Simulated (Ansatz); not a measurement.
Crystal: Si2Mo.

```
Mo Si
1.0
     4.58547    0.00000    0.00000
    -2.29274    3.97113    0.00000
     0.00000    0.00000    6.57976
Mo Si
3 6
Cartesian
  1.1464 1.9856 5.4831
  -1.1464 1.9856 1.0966
  2.2927 0.0000 3.2899
  0.0000 1.3015 3.2899
  1.1656 3.3204 1.0966
  3.4583 0.6508 5.4831
  2.2927 2.6696 3.2899
  1.1272 0.6508 1.0966
  -1.1656 3.3204 5.4831
```

Measurements of this composition are mostly on another form, of space group No. 139.

| Property | Result |
| --- | --- |
| Program | Ansatz 0.2.0 |
| Task | relaxation of cell and atoms |
| Functional | PBE |
| Potentials or basis | Ansatz PAW |
| Cutoff | 420 eV (not typed: the program's choice for these potentials) |
| k mesh | 7 × 7 × 4 |
| Occupations | fermi-dirac, width 0.05 eV |
| Spin | no spin polarisation |

At the start: volume 13.31 Å³/atom.

Where does the relaxation end?

It ends after 5 steps and the volume is 13.53 Å³/atom (+1.7 %); space group P6_222 (No. 180, to 0.05 Å).

Step by step:
| step | energy change (eV) | largest force (eV/Å) | volume (Å³) |
| --- | --- | --- | --- |
| 1 | 0.0000 | 0.0101 | 119.81 |
| 2 | -0.0197 | 0.0304 | 122.30 |
| 3 | -0.0213 | 0.0064 | 121.82 |
| 4 | -0.0213 | 0.0012 | 121.81 |
| 5 | -0.0218 | 0.0012 | 121.81 |

Final structure:
```
Mo Si
1.0
     4.61340    0.00000    0.00000
    -2.30670    3.99532    0.00000
     0.00000    0.00000    6.60856
Mo Si
3 6
Cartesian
  1.1534 1.9977 5.5071
  -1.1534 1.9977 1.1014
  2.3067 0.0000 3.3043
  0.0000 1.3103 3.3043
  1.1720 3.3402 1.1014
  3.4787 0.6551 5.5071
  2.3067 2.6851 3.3043
  1.1347 0.6551 1.1014
  -1.1720 3.3402 5.5071
```

Caveat: the plane-wave basis is chosen anew once the cell has moved, so the energies of steps on either side of that aren't comparable.
